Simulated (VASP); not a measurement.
**InP: relaxation of cell and atoms with r2SCAN**

Crystal: InP.

```
In P
1.0
     0.00000    2.95206    2.95206
     2.95206    0.00000    2.95206
     2.95206    2.95206    0.00000
In P
1 1
Direct
  0.00000 0.00000 0.00000
  0.25000 0.25000 0.25000
```

| Quantity | Value |
| --- | --- |
| Program | VASP 6.6.1 |
| Task | relaxation of cell and atoms |
| Functional | r2SCAN |
| Potentials or basis | VASP PAW PBE potentials, release 64 (In_d, P) |
| Cutoff | 600 eV |
| k mesh | 8 × 8 × 8 |
| Occupations | gaussian, width 0.03 eV |
| Spin | no spin polarisation |
| Further INCAR settings | ALGO = Normal; EDIFF = 1e-07; IBRION = 2; EDIFFG = -0.005; NSW = 90; ISIF = 3 |

The relaxed volume is 25.73 Å³/atom and the relaxed cell is a = 4.175 Å, b = 4.175 Å, c = 4.175 Å, α = 60.00°, β = 60.00°, γ = 60.00°. The space group after relaxing (to 0.05 Å) is F-43m (No. 216) and the energy gained by relaxing is 0.0 meV/atom. The ionic steps are 3. The pressure after relaxing is 0.0 GPa and the band gap on the k mesh is 1.04 eV, direct.

Final structure:
```
In P
1.0
     0.00000    2.95233    2.95233
     2.95233    0.00000    2.95233
     2.95233    2.95233    0.00000
In P
1 1
Direct
  0.00000 0.00000 0.00000
  0.25000 0.25000 0.25000
```

Levels at points of the mesh, in eV from the valence-band top:
```tsv
k point	band 7	band 8	band 9	band 10	band 11	band 12
(0.00, 0.00, 0.00)	0.00	0.00	0.00	1.04	4.44	4.44
(0.50, 0.00, 0.00)	-5.76	-0.98	-0.98	1.81	5.16	5.16
(0.50, 0.50, 0.00)	-5.78	-2.33	-2.33	2.04	2.55	9.74
```

Wall time 4.7 min on 1 thread of Intel(R) Xeon(R) Platinum 8259CL CPU @ 2.50GHz (Skylake/Cascade Lake), with other jobs on the host, peak memory 0.24 GiB.

Caveat: the PAW data sets were made with another functional, which shifts forces and pressure a little; spin-orbit coupling is left out, which moves the levels of the heavy elements. r2SCAN opens gaps a little over a GGA but as a rule still falls short of measured ones.
